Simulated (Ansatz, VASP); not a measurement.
## CdSe in VASP and in Ansatz

```xyz
2
Lattice="0.0000 2.8696 2.8696 2.8696 0.0000 2.8696 2.8696 2.8696 0.0000" Properties=species:S:1:pos:R:3 pbc="T T T"
Cd    0.0000    0.0000    0.0000
Se    4.3044    4.3044    4.3044
```

Alike in both runs: task single point; functional PBEsol; k mesh 10 × 10 × 10; occupations gaussian, width 0.05 eV; no spin polarisation.

|  | VASP | Ansatz |
| --- | --- | --- |
| version | VASP 6.6.1 | Ansatz 0.2.0 |
| potentials or method | VASP PAW PBE potentials, release 64 (Cd, Se) | scalar-relativistic, plane waves, PAW |
| plane-wave cutoff (eV) | 520 | 420 |
| valence electrons in the cell | 18 | 36 |

|  | VASP | Ansatz | Ansatz less VASP |
| --- | --- | --- | --- |
| gap on the k mesh at the Fermi level (eV) | 0.82 | 0.80 | -0.012 |
| least direct gap on the mesh (eV) | 0.82 | 0.80 | -0.012 |
| pressure (GPa) | 14.4 | 13.6 | -0.74 |

The two sets of potentials don't hold the same shells in valence.

Caveats: the PAW data sets were made with another functional, which shifts forces and pressure a little (VASP).
